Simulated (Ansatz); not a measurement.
# Al4N5: the cost of one run

Program: Ansatz 0.2.0. Level of theory: DFT PBE, scalar-relativistic, plane waves, PAW. These are calculated values, not measurements.

2 further runs of the same task are left out: 2 set aside as unsound or not needed. Runs told in other sessions of the task aren't counted.

### 1 The structure to begin with

Symmetry: P6_3mc, No. 186, hexagonal system. The conventional cell has a = 3.130 Å, b = 3.130 Å, c = 5.017 Å, α = 90.00°, β = 90.00°, γ = 120.00°. Al (site symmetry 3m) is surrounded by 4 N at 1.90 to 1.91 Å. Around N (site symmetry 3m) lie 4 Al at 1.90 to 1.91 Å.

Structure file:

```
Al N
1.0
     3.12977    0.00000    0.00000
    -1.56488    2.71046    0.00000
     0.00000    0.00000    5.01730
Al N
2 2
Direct
  0.33333 0.66667 0.00173
  0.66667 0.33333 0.50173
  0.33333 0.66667 0.38327
  0.66667 0.33333 0.88327
```

It is the result of an earlier relaxation at this level (volume 10.64 Å³/atom; gap on the mesh: 4.04 eV).

### 3 Plan of the scan

Atoms count from 1 in the order of the input.

N is moved along a line over the surface and along the normal, above a rigid substrate.

- position of N9 along the first surface vector, from above Al8: 6 values from 0.00 to 2.61 Å, periodic
- height of N9 above the plane of Al8: 8 values from 0.67 to 3.67 Å

Nothing else is relaxed. Points are written as (first, second).

(The set-up runs are not shown.)

### 4 The run at (1.56 Å, 0.67 Å)

Input file input.yaml:

```yaml
crystal:
  lattice:
    - [3.1297683445, 0.0, 0.0]
    - [-1.5648841723, 2.7104588943, 0.0]
    - [0.0, 0.0, 25.0621509606]
  atoms:
    - { symbol: "N", position: [0.3333333333, 0.6666666667, 0.1596032203] }
    - { symbol: Al, position: [0.6666666667, 0.3333333333, 0.1833176549] }
    - { symbol: "N", position: [0.6666666667, 0.3333333333, 0.2597004396] }
    - { symbol: Al, position: [0.3333333333, 0.6666666667, 0.2834148742] }
    - { symbol: "N", position: [0.3333333333, 0.6666666667, 0.3620561642] }
    - { symbol: Al, position: [0.6666666667, 0.3333333333, 0.3814237064] }
    - { symbol: "N", position: [0.6666666667, 0.3333333333, 0.4610505141] }
    - { symbol: Al, position: [0.3333333333, 0.6666666667, 0.4812895341] }
    - { symbol: "N", position: [0.8333333333, 0.6666666667, 0.5080230735], spin: 3.0 }
basis:
  ecutwfc: 420
kpoints:
  mp_grid: { grid: [9, 9, 1] }
hamiltonian:
  xc: pbe
  pseudopotentials: { kind: paw, azcp: { folder: soft_1 } }
scf:
  occupations: { method: gaussian, width: 0.05 }
output:
  forces: true
  eigenvalues: true
  populations: true
  write_density: true
  write_potential: true
  elf: true
  volumetric_format: npy
magnetization:
  spin_polarized: true
efield:
  axis: 3
  dipole_correction: true
  ramp_width: 0.04
```

The run is started by

```sh
$ ansatz run input.yaml --threads 1 --pin off --max-ram 3072MiB --backend cpu --events-out ev --progress --plain --runs-dir out
```

Q: Estimate wall time and peak memory on 1 thread of Intel Xeon 6975P-C (Granite Rapids), shared host.

About 56 s, with a peak of 0.56 GiB.
